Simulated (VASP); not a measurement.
Write the native input for VASP 6.6.1 that does the following.

```
Task                   : single point
Functional             : PBE
Potentials or basis    : VASP PAW PBE potentials, release 64 (B, N)
Cutoff                 : 520 eV
k mesh                 : 12 × 12 × 12
Occupations            : fermi-dirac, width 0.02 eV
Spin                   : no spin polarisation
Dipole correction      : no
Further INCAR settings : ALGO = Normal; EDIFF = 1e-06; NBANDS = 11
```

The structure of BN lies in POSCAR:

```
BN
1.0
    0.0000000000      1.7458259515      1.7458259515
    1.7458259515      0.0000000000      1.7458259515
    1.7458259515      1.7458259515      0.0000000000
B N
1 1
Direct
    0.0000000000      0.0000000000      0.0000000000
    0.5000000000      0.5000000000      0.5000000000
```

The cell was built by a generator and needn't be a form met in nature.

These files were run (other wordings do the same):

INCAR

```
ALGO     = Normal         # electronic algorithm
EDIFF    = 1E-6           # SCF threshold, eV
ENCUT    = 520            # plane-wave cutoff, eV
GGA      = PE             # functional
ISIF     = 2              # what is computed and relaxed
ISMEAR   = -1             # smearing method
LASPH    = True           # aspherical terms in the spheres
LCHARG   = True           # write CHGCAR
LELF     = True           # ELF
LREAL    = False          # projectors in reciprocal space
LVHAR    = True         
LWAVE    = False          # write WAVECAR
NBANDS   = 11             # bands
NELM     = 100            # most SCF steps
PREC     = Accurate       # precision mode
SIGMA    = 0.02           # smearing width, eV
```

KPOINTS

```
k-points
0
Gamma
  12 12 12
```

Potentials or basis: VASP PAW PBE potentials, release 64 (B, N).

Launch:

```bash
$ cat potpaw_PBE.64/B/POTCAR potpaw_PBE.64/N/POTCAR > POTCAR
$ mpirun -np 1 vasp_std > vasp.out
```

Results of the run:

```yaml
Pressure: 3.9 GPa
Band_gap_on_the_k_mesh: 1.20 eV, indirect (least direct gap 5.85 eV)
```

It took 9.7 s on 1 thread of Intel(R) Xeon(R) Platinum 8488C (Sapphire Rapids), with other jobs on the host, peak memory 0.11 GiB.
